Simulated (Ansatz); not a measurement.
The system is Nb.

```
Nb
1.0
    -1.66395    1.66395    1.66395
     1.66395   -1.66395    1.66395
     1.66395    1.66395   -1.66395
Nb
1
Direct
  0.00000 0.00000 0.00000
```

A run of Ansatz 0.2.0 on this cell left the log below. Logs are shortened: lines on timing, memory, paths and dates and some standing lists are left out, and cuts for length are marked.

```text
Warning: RAYON_NUM_THREADS=2 ignored (pool sized by the plan → 2); use --threads N
Engine: ansatz 0.2.0, x86_64-unknown-linux-gnu
Pseudopotentials: kind: paw
Pseudopotential: Nb, paw, valence charge 13, recommended cutoff 420 eV (normal), Nb.paw.azcp
Functional definition: PBE
  parameter kappa = 0.804
  parameter beta = 0.06672455060314922
  exchange = pbe_x(kappa = kappa, mu = beta*pi^2/3)
  correlation = pbe_c(beta = beta)
Crystal: 1 atoms, lattice volume = 18.428 Å³
Basis set: ecut = 420 eV, 369 PW (Γ), exchange–correlation on 40×40×40 points (8 copies of the dense FFT grid, shifted against one another)
Bands: 11, of which v1, the nominal top of the filled ones, is band 7 counted from 1 (6 counted from 0)
Symmetry: 48 space group operations
Space group: Im-3m (ITA 229), of the structure as read, at distance tolerance 2.6e-5 Å
k-points: 56 of 1331
Non-local potential: Nb, projectors of the file, l = 0: 3, l = 1: 2, l = 2: 2, l = 3: 1
PAW form: soft (Blöchl's): semilocal exchange-correlation on the pseudo side does not see the compensation charge
PAW one-centre angular grid: Nb, 590 points (default); XC on 64 Gauss nodes
Initial density: superposition of atomic densities (neutral atoms: chi_scale 0, normalization atom), corrected by the library's trained network
Initial wavefunctions: pseudopotential atomic-orbital guess
Functional: x = pbe(κ = 0.804, μ = 0.2195149727645171), c = pbe(β = 0.06672455060314922)
SCF iter   1: F=—  HF=-4552.273792 eV  |F-HF|=—  |Δ(HF+E_count)|=         —  Δρ=4.34e-3  dr2=3.20e-3  ethr=1.77e-3  ⟨swp⟩=5.8  Hψ=3674  notcnv=0
preconditioner: auto → none  [metal: Δε(μ)=0.008 eV  Ē_g=7.438 eV  σ=0.011 eV  W_gap=0.39  n_scr=0 (ndim 8)  ℏωp=19.3 eV  f_vac=0.000  D(μ)=3.26/eV (n_scr^D=54)]
SCF iter   2: F=—  HF=-4552.273132 eV  |F-HF|=—  |Δ(HF+E_count)|=   6.60e-4  Δρ=1.73e-3  dr2=2.75e-4  ethr=2.46e-5  ⟨swp⟩=2.5  Hψ=1492  notcnv=0  defer=29
SCF iter   3: F=—  HF=-4552.273130 eV  |F-HF|=—  |Δ(HF+E_count)|=   2.65e-6  Δρ=5.36e-4  dr2=2.91e-5  ethr=2.12e-6  ⟨swp⟩=1.0  Hψ=587  notcnv=0  defer=29
SCF iter   4: F=—  HF=-4552.273130 eV  |F-HF|=—  |Δ(HF+E_count)|=   1.92e-7  Δρ=3.77e-5  dr2=5.87e-8  ethr=2.24e-7  ⟨swp⟩=1.0  Hψ=587  notcnv=0  defer=29
iter 5 did not close the SCF: its close was put off for the readings that it lacked (scf_convergence_deferred on its scf_iter line)
SCF iter   5: F=-4552.273130 eV  HF=-4552.273130 eV  |F-HF|=1.20e-10  |Δ(HF+E_count)|=   1.13e-7  Δρ=2.77e-6  dr2=2.93e-10  ethr=4.51e-10  ⟨swp⟩=2.0  Hψ=945  notcnv=0  defer=29
SCF iter   6: F=-4552.273130 eV  HF=-4552.273130 eV  |F-HF|=0.00e0  |Δ(HF+E_count)|=  1.16e-10  Δρ=2.04e-7  dr2=2.58e-12  ethr=2.25e-12  ⟨swp⟩=2.5  Hψ=2134  notcnv=0
SCF 1 converged in 6 iterations: F = -4552.273130 eV  dr2 = 2.58e-12
  greatest PAW one-centre occupation: 0.998 electrons in one spin orbital (limit 2), on the Nb atom at site 0 (counted from 0), in its partial waves of l = 0
SCF converged after 6 iterations
Free energy (F): -4552.273130 eV
Harris-Foulkes:  -4552.273130 eV  (|F-HF|=0.00e0)
Internal energy: -4552.272945 eV  (E = F + TS)
E sigma→0 (E₀):  -4552.273037 eV
Entropy (-TS):   -0.000185 eV (-0.185 meV/atom)
Fermi energy:    17.239222 eV
--- Per-component energies (eV) ---
  E_band       = -73.738009
  E_kinetic    = 394.296820
  E_local      = -706.416230  (includes V_loc(G=0)·N_el)
  E_nonlocal   = 119.701265
  E_hartree    = 219.540198
  E_xc         = -175.461869
  E_vxc        = -212.839159  (∫ρ·V_xc dr)
  E_paw        = -3073.331181  (= ΣΔE_a)
  E_vpaw       = -107.561117  (= ΣTr[D̂ρ^β])
  E_aug_tail   = 0.000006  (compensation charges beyond the density's cutoff)
  E_ewald      = -1330.601953
  E_smearing   = -0.000185  (= −TS)
  E_closure    = 0.000000  (closes the sum)
  Σ components = -4552.273130   (vs F -4552.273130, Δ=0.00e0)
--- Forces (eV/Å), atoms counted from 1 ---
  atom   1  Nb    -0.00000000     0.00000000     0.00000000
  max |Σ_I F_I| component: 4.72e-32 eV/Å
--- Stress (GPa, compression-positive) ---
       -1.746004      -0.000000       0.000000
       -0.000000      -1.746004       0.000000
       -0.000000       0.000000      -1.746004
  P = ⅓ Tr σ = -1.7460 GPa (-17.460 kbar)
--- Band table (eV; the first three rows and the last of 56) ---
  k-point 0: bands = ["-37.0803", "-12.4378", "-12.4378", "-12.4378", "11.4417", "17.6683", "17.6683", "17.6683", "20.5027", "20.5027", "31.3843"]
  k-point 1: bands = ["-37.0628", "-12.5452", "-12.4706", "-12.4386", "11.7692", "17.4706", "17.6135", "17.9840", "20.2245", "20.5060", "31.6357"]
  k-point 2: bands = ["-37.0156", "-12.8266", "-12.5578", "-12.4408", "12.6268", "16.9875", "17.3625", "18.8985", "19.9201", "20.5520", "31.9342"]
  k-point 55: bands = ["-36.7039", "-13.3065", "-13.2868", "-13.2868", "13.8010", "13.8515", "22.1581", "22.1581", "22.5898", "25.7457", "26.9508"]
```

Question: What input gives this log?

Answer: Single point with PBE, no spin polarisation. The files as run (others can give the same):

input.yaml
```yaml
crystal:
  lattice:
    - [-1.66395, 1.66395, 1.66395]
    - [1.66395, -1.66395, 1.66395]
    - [1.66395, 1.66395, -1.66395]
  atoms:
    - { symbol: Nb, position: [0.0, 0.0, 0.0] }
hamiltonian:
  xc: pbe
  pseudopotentials: { kind: paw }
kpoints:
  mp_grid: { grid: [11, 11, 11] }
scf:
  occupations: { method: gaussian, width: 0.011 }
output:
  forces: true
  stress: true
  eigenvalues: true
```

Potentials or basis: Ansatz PAW.
The run is started by
```bash
$ ansatz run input.yaml --threads 2 --pin off --max-ram 5632MiB --backend cpu --events-out ev --progress --plain --runs-dir out
```
